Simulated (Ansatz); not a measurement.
# Be: a trial structure relaxed

Aim: relax a trial structure of Be and see where it ends, then test the end with a random kick.

Computed with Ansatz 0.2.0 (DFT PBE, scalar-relativistic, plane waves, PAW, unless a step's input says otherwise).

**1. The starting structure**

The structure is triclinic, space group P-1 (No. 2). Conventional cell: a = 2.083 Å, b = 2.085 Å, c = 4.047 Å, α = 104.77°, β = 104.49°, γ = 90.02°. Around Be (site symmetry 1) lie 8 Be at 2.08 to 2.17 Å.

Cell or atoms stand a little off a more symmetric structure (I4_1/amd at a tolerance of 0.3 Å), so results at this geometry aren't those of that ideal crystal.

Coordinates:

```xyz
2
Lattice="2.0829 0.0000 0.0000 -0.0007 2.0851 0.0000 -1.0124 -1.0320 3.7794" Properties=species:S:1:pos:R:3 pbc="T T T"
Be    0.0078    0.5200    2.8370
Be    1.0620    0.5330    0.9424
```

The cell is invented: one element on all sites of the K type (P-1, No. 2). Lengths come from tabulated atomic sizes and are only a guess.

**2. A first look at the guess**

input.yaml reads:

```yaml
crystal:
  lattice:
    - [2.08286961, 0.0, 0.0]
    - [-0.00071083, 2.08505311, 0.0]
    - [-1.01242505, -1.03204147, 3.77943733]
  atoms:
    - { symbol: Be, position: [0.3688105, 0.62095958, 0.75064015] }
    - { symbol: Be, position: [0.6311895, 0.37904042, 0.24935985] }
basis:
  ecutwfc: 420
kpoints:
  mp_grid: { grid: [8, 8, 4] }
hamiltonian:
  xc: pbe
scf:
  occupations: { method: gaussian, width: 0.1 }
  lower_state_search: "off"
output:
  forces: true
  stress: true
  eigenvalues: true
```

On the command line:

```console
> ansatz run input.yaml --threads 1 --pin off --max-ram 2560MiB --backend cpu --events-out ev --progress --plain --runs-dir out
```

The session goes on with these runs: coarse relaxation; another rough relaxation; full relaxation; relaxing again on a mesh for the new cell; reference for the kick test; random kick, then relaxation.

Before running it: what results should come out? Wanted: conventional cell; volume; energy over the standard state; gap on the mesh.

As calculated:

| quantity | value |
| --- | --- |
| symmetry at the end (tolerance 0.05 Å) | space group Fm-3m (No. 225) |
| conventional cell | a = 3.157 Å, b = 3.157 Å, c = 3.157 Å, α = 90.00°, β = 90.00°, γ = 90.00° |
| volume | 7.86 Å³/atom |
| energy over the standard state | +0.08 eV/atom |
| gap on the mesh | none (metal) |

In words: The symmetry goes from space group P-1 (No. 2) to space group Fm-3m (No. 225), and the volume per atom shrinks by 4.2 % from the first guess. It lies above the element's standard state, so it is metastable at best. It survived the kick, though modes of other wave vectors, which need another repeat, weren't probed.
